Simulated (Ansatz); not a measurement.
**Fe: constraining the magnetisation**

Fe is taken as an experimental structure (space group Fm-3m), 1 atom in the cell. Source: COD entry 9012714; it may be a high-temperature, high-pressure or metastable form.

```xyz
1
Lattice="0.0000 1.8395 1.8395 1.8395 0.0000 1.8395 1.8395 1.8395 0.0000" Properties=species:S:1:pos:R:3 pbc="T T T"
Fe    0.0000    0.0000    0.0000
```

Numbers behind element symbols give the atom's place in this list.

Method: DFT, PBE, PAW, plane waves, scalar-relativistic in Ansatz.

```json
{
  "Plane-wave cutoff": "420 eV",
  "k-point mesh": "12×12×12 (Γ-centred)",
  "Occupations": "Fermi–Dirac smearing, 0.1 eV",
  "Valence electrons": "16"
}
```

Site moments are integrals over atomic spheres and don't add up to the total.

Each run fixes N↑ − N↓ and starts with that moment spread in parallel over the Fe atoms; no search for lower states follows. F is the free energy per cell, and F(lowest) that of the lowest run, the runs with a free moment included. A row is the solution that its start led to, not a proven minimum at that M. The run at M = 0 starts without moments and gives the spin-unpolarised solution. The cell holds one magnetic atom, so only parallel order fits; orders in a larger cell may lie lower. The program warns that the SCF threshold is loose for stress, so pressures can be off by 0.1 GPa or more.

The run at M = 2.30 μB took 2.2 s on 2 threads of x86-64 server CPU (shared host), peak memory 0.32 GiB.

```
fixed M (μB/cell)  F − F(lowest) (meV/cell)  moments of Fe1 (μB)  pressure (GPa)
             0.00                       258                 0.00           -34.8
             0.58                       217                 0.60           -32.1
             1.15                       150                 1.18           -28.0
             1.73                        91                 1.78           -21.1
             2.30                        25                 2.36           -11.6
             2.88                        50                 2.89             0.8
             3.45                       553                 3.33            17.7
             4.03                      1757                 3.75            41.3
             4.60                      3632                 4.15            74.0
```

The lowest fixed-moment run is the one at M = 2.30 μB (25 meV). With the constraint released: “usual moment scaled by 0.1, free total moment [Fe1 0.40 μB]” ends at 2.62 μB, 0 meV; “usual moment, free total moment [Fe1 4.00 μB]” ends at 2.62 μB, 0 meV.
